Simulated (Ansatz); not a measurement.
The system is MoP.

```xyz
2
Lattice="3.2230 0.0000 0.0000 -1.6115 2.7912 0.0000 0.0000 0.0000 3.1910" Properties=species:S:1:pos:R:3 pbc="T T T"
Mo    0.0000    0.0000    0.0000
P     0.0000    1.8608    1.5955
```

Base run:

| Quantity | Value |
| --- | --- |
| Program | Ansatz 0.2.0 |
| Functional | PBEsol |
| Potentials or basis | all-electron LAPW, scalar-relativistic |
| Cutoff | 254 eV (chosen from the basis error) |
| Basis error allowed | 0.001 eV/atom |
| k mesh | 10 × 10 × 8 |
| Occupations | fermi-dirac, width 0.05 eV |
| Spin | no spin polarisation |
| Hubbard terms | Mo d U = 4 eV |

Its results: band gap on the k mesh none (metal or under the smearing width); pressure -5.1 GPa.

Question: After a change of settings the same cell gave: band gap on the k mesh none (metal or under the smearing width); pressure -5.5 GPa. Which change was it?
A. hubbard terms from Mo d U = 4 eV to Mo d U = 6 eV
B. hubbard terms from Mo d U = 4 eV to Mo d U = 2 eV
C. hubbard terms from Mo d U = 4 eV to none

Answer: A.

Caveats: U is the effective U less J, on atomic orbitals that reach past the spheres; U without spin polarisation on a metal has little footing; the U is typed as a test and isn't derived for this compound.
